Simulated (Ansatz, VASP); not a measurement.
# Two plane-wave programs on LiF

```
Li F
1.0
     2.51626    0.00000    0.00000
     0.00000    2.51626    0.00000
     0.00000    0.00000    2.51626
Li F
1 1
Cartesian
  0.0000 0.0000 0.0000
  1.2581 1.2581 1.2581
```

The cell was built by a generator and needn't be a form met in nature.

Alike in both runs: task single point; functional HSE06; k mesh 4 × 4 × 4; no spin polarisation.

|  | VASP | Ansatz |
| --- | --- | --- |
| version | VASP 6.6.1 | Ansatz 0.2.0 |
| potentials or method | VASP PAW PBE potentials, release 64 (Li_sv, F) | plane waves, PAW |
| plane-wave cutoff (eV) | 520 | 420 |
| occupations | gaussian, width 0.01 eV | fixed |
| valence electrons in the cell | 10 | 10 |

|  | VASP | Ansatz | Ansatz less VASP |
| --- | --- | --- | --- |
| gap on the k mesh at the Fermi level (eV) | 10.18 | 10.17 | -0.011 |

Ansatz warned: «stress_exchange_threshold_loose».

Caveats: the k mesh is coarse (spacing up to 0.62 Å⁻¹), so the values aren't converged, least of all with exact exchange. A k mesh can miss the band edges.
